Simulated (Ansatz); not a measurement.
# ZrS2: the cost of one run

Computed with Ansatz 0.2.0 (DFT PBE+D3(BJ), scalar-relativistic, plane waves, PAW, unless a step's input says otherwise).

1 further run of the same task is left out (set aside as unsound or not needed).

**1. The system as given**

The structure is trigonal, space group P-3m1 (No. 164). Conventional cell: a = 3.635 Å, b = 3.635 Å, c = 5.723 Å, α = 90.00°, β = 90.00°, γ = 120.00°. Around Zr (site symmetry -3m) lie 6 S at 2.56 Å. S (site symmetry 3m) is surrounded by 3 Zr at 2.56 Å.

As a file:

```xyz
3
Lattice="3.6350 0.0000 0.0000 -1.8175 3.1480 0.0000 0.0000 0.0000 5.7227" Properties=species:S:1:pos:R:3 pbc="T T T"
Zr    0.0000    0.0000    0.0000
S     0.0000    2.0987    1.4607
S     1.8175    1.0493    4.2620
```

It is the result of an earlier relaxation at this level (volume 21.83 Å³/atom; gap on the mesh: 0.66 eV).

**2. The slab**

Miller indices refer to the conventional cell of the relaxed bulk, P-3m1 (No. 164): a = 3.635 Å, b = 3.635 Å, c = 5.723 Å, α = 90.00°, β = 90.00°, γ = 120.00°.

A (001) slab, 8.6 Å thick as cut, with 17 Å of vacuum, in a 2×2 surface cell; its outer planes are S (top) and S (bottom).

The slab as cut. Layers, bottom to top:

| plane | atoms per cell | height over the lowest (Å) |
| --- | --- | --- |
| 1 | S4 | 0.00 |
| 2 | Zr4 | 1.46 |
| 3 | S4 | 2.92 |
| 4 | S4 | 5.72 |
| 5 | Zr4 | 7.18 |
| 6 | S4 | 8.64 |

**3. Relaxing the clean slab**

The input, input.yaml:

```yaml
crystal:
  lattice:
    - [7.2700394062, 0.0, 0.0]
    - [-3.6350197031, 6.2960388123, 0.0]
    - [0.0, 0.0, 25.644154195]
  atoms:
    - { symbol: S, position: [0.3333333333, 0.1666666667, 0.3314595574] }
    - { symbol: S, position: [0.3333333333, 0.6666666667, 0.3314595574] }
    - { symbol: S, position: [0.8333333333, 0.1666666667, 0.3314595574] }
    - { symbol: S, position: [0.8333333333, 0.6666666667, 0.3314595574] }
    - { symbol: Zr, position: [0.0, 0.0, 0.3884200784] }
    - { symbol: Zr, position: [0.0, 0.5, 0.3884200784] }
    - { symbol: Zr, position: [0.5, 0.0, 0.3884200784] }
    - { symbol: Zr, position: [0.5, 0.5, 0.3884200784] }
    - { symbol: S, position: [0.1666666667, 0.3333333333, 0.4453805994] }
    - { symbol: S, position: [0.1666666667, 0.8333333333, 0.4453805994] }
    - { symbol: S, position: [0.6666666667, 0.3333333333, 0.4453805994] }
    - { symbol: S, position: [0.6666666667, 0.8333333333, 0.4453805994] }
    - { symbol: S, position: [0.3333333333, 0.1666666667, 0.5546194006] }
    - { symbol: S, position: [0.3333333333, 0.6666666667, 0.5546194006] }
    - { symbol: S, position: [0.8333333333, 0.1666666667, 0.5546194006] }
    - { symbol: S, position: [0.8333333333, 0.6666666667, 0.5546194006] }
    - { symbol: Zr, position: [0.0, 0.0, 0.6115799216] }
    - { symbol: Zr, position: [0.0, 0.5, 0.6115799216] }
    - { symbol: Zr, position: [0.5, 0.0, 0.6115799216] }
    - { symbol: Zr, position: [0.5, 0.5, 0.6115799216] }
    - { symbol: S, position: [0.1666666667, 0.3333333333, 0.6685404426] }
    - { symbol: S, position: [0.1666666667, 0.8333333333, 0.6685404426] }
    - { symbol: S, position: [0.6666666667, 0.3333333333, 0.6685404426] }
    - { symbol: S, position: [0.6666666667, 0.8333333333, 0.6685404426] }
basis:
  ecutwfc: 420
kpoints:
  mp_grid: { grid: [6, 6, 1] }
hamiltonian:
  xc: pbe
  dispersion: d3bj
scf:
  occupations: { method: gaussian, width: 0.05 }
output:
  forces: true
  eigenvalues: true
  write_density: true
  write_potential: true
  elf: true
  volumetric_format: npy
relax:
  adjacent_minimum: "off"
  f_tol: 0.03
  max_steps: 70
  constraints: [{ sites: [0, 1, 2, 3, 4, 5, 6, 7, 8, 9, 10, 11] }]
efield:
  axis: 3
  dipole_correction: true
  ramp_width: 0.04
```

Command:

```
$ ansatz run input.yaml --threads 4 --pin off --max-ram 10240MiB --backend cpu --events-out ev --progress --plain --runs-dir out
```

Q: Estimate wall time and peak memory on 4 threads of Intel Xeon 6975P-C (Granite Rapids), shared host.

About 34 s, with a peak of 3.1 GiB.
